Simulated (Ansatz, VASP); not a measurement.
# ZnSe (Stilleite): VASP beside Ansatz

```
Se Zn
1.0
     0.00000    2.83380    2.83380
     2.83380    0.00000    2.83380
     2.83380    2.83380    0.00000
Se Zn
1 1
Cartesian
  4.2507 4.2507 4.2507
  0.0000 0.0000 0.0000
```

Alike in both runs: task single point; functional PBE; k mesh 8 × 8 × 8; occupations gaussian, width 0.026 eV; no spin polarisation.

```csv
,VASP,Ansatz
version,VASP 6.6.1,Ansatz 0.2.0
potentials or method,"VASP PAW PBE potentials, release 64 (Se, Zn), cutoff 520 eV","all-electron LAPW, scalar-relativistic"
```

```csv
,VASP,Ansatz,Ansatz less VASP
gap on the k mesh at the Fermi level (eV),1.29,1.29,0.000
least direct gap on the mesh (eV),1.29,1.29,0.000
pressure (GPa),2.3,2.1,-0.22
```

Ansatz ran all-electron here, so the differences hold the error of VASP's frozen core and of both bases.
